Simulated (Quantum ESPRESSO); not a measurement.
Ge: equation of state with LDA

**Measured values to compare with.**

From “Sub-monolayer structures of Ag overlayers on Ge(111): experimental observations and first-principles study”, 2019, arxiv:1908.00180, for a bulk crystal of Ge: bulk modulus 75.8 GPa.

Ge:

```
Ge
1.0
     0.00000    2.82891    2.82891
     2.82891    0.00000    2.82891
     2.82891    2.82891    0.00000
Ge
2
Direct
  0.75000 0.75000 0.75000
  0.50000 0.50000 0.50000
```

```
Program             : Quantum ESPRESSO 7.5
Task                : equation of state
Functional          : LDA
Potentials or basis : GBRV 1.5 LDA
Cutoff              : 612 eV
Density cutoff      : 4898 eV
k mesh              : 8 × 8 × 8
Occupations         : fermi-dirac, width 0.05 eV
Spin                : no spin polarisation
```

```
Equilibrium volume                      : 22.21 Å³/atom
Bulk modulus                            : 71 GPa
Pressure derivative of the bulk modulus : 4.6 (rough: it moves with the points fitted)
```

Energy against volume, from the lowest point:
```csv
volume (Å³/atom),energy (meV/atom)
21.281,9.23
21.733,2.26
22.186,0.00
22.639,1.73
23.092,7.20
23.545,15.84
23.997,27.48
```

All runs of the series together: 41 s on 2 threads of Intel(R) Xeon(R) 6975P-C (Granite Rapids), with other jobs on the host.

A measured bulk modulus of Ge is 75.8 GPa (quoted in “Sub-monolayer structures of Ag overlayers on Ge(111): experimental observations and first-principles study”, 2019, arxiv:1908.00180); the calculated 71 GPa misses it by -6.7 %. The fit is for a static lattice scaled at fixed shape and fixed fractional positions. The cell as given is a measured one (22.64 Å³/atom); LDA puts the equilibrium volume -1.9 % from it, thermal expansion not counted.
